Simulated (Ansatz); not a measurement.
## Skutterudite CoSb3

These are LDA (Ansatz, a quantum-chemistry and plane-wave program, plane waves, PAW) values and carry that method's errors.

Run with plane-wave cutoff 500 eV, 6×6×6 k mesh, gaussian smearing 0.02 eV, no spin polarisation, scalar-relativistic PAW data made under PBE.

Cell (relaxed at this level):

```cif
data_Co4Sb12
_chemical_formula_sum 'Co4 Sb12'
_space_group_name_H-M_alt 'P 1'
_space_group_IT_number 1
_cell_length_a 7.72054
_cell_length_b 7.72054
_cell_length_c 7.72054
_cell_angle_alpha 109.471
_cell_angle_beta 109.471
_cell_angle_gamma 109.471
loop_
_space_group_symop_operation_xyz
  'x, y, z'
loop_
_atom_site_label
_atom_site_type_symbol
_atom_site_fract_x
_atom_site_fract_y
_atom_site_fract_z
_atom_site_occupancy
Co1 Co 0.00000 0.00000 0.50000 1
Co2 Co 0.50000 0.50000 0.50000 1
Co3 Co 0.50000 0.00000 0.00000 1
Co4 Co 0.00000 0.50000 0.00000 1
Sb1 Sb 0.84023 0.66712 0.50736 1
Sb2 Sb 0.50736 0.84023 0.66712 1
Sb3 Sb 0.17311 0.84023 0.33288 1
Sb4 Sb 0.49264 0.15977 0.33288 1
Sb5 Sb 0.82689 0.15977 0.66712 1
Sb6 Sb 0.66712 0.50736 0.84023 1
Sb7 Sb 0.66712 0.82689 0.15977 1
Sb8 Sb 0.15977 0.66712 0.82689 1
Sb9 Sb 0.33288 0.49264 0.15977 1
Sb10 Sb 0.33288 0.17311 0.84023 1
Sb11 Sb 0.15977 0.33288 0.49264 1
Sb12 Sb 0.84023 0.33288 0.17311 1
```

```
Quantity                        Value
--------  ---------------------------
band gap  0.28 eV (on the SCF k mesh)
```

Measured, for comparison: band gap 0.63 eV (temperature not stated, not corrected to a static lattice; as tabulated in Kim et al. (2020), doi:10.1038/s41597-020-00723-8).

Spin–orbit coupling is not included; with these elements it can move the gap by several tenths of an eV or more.
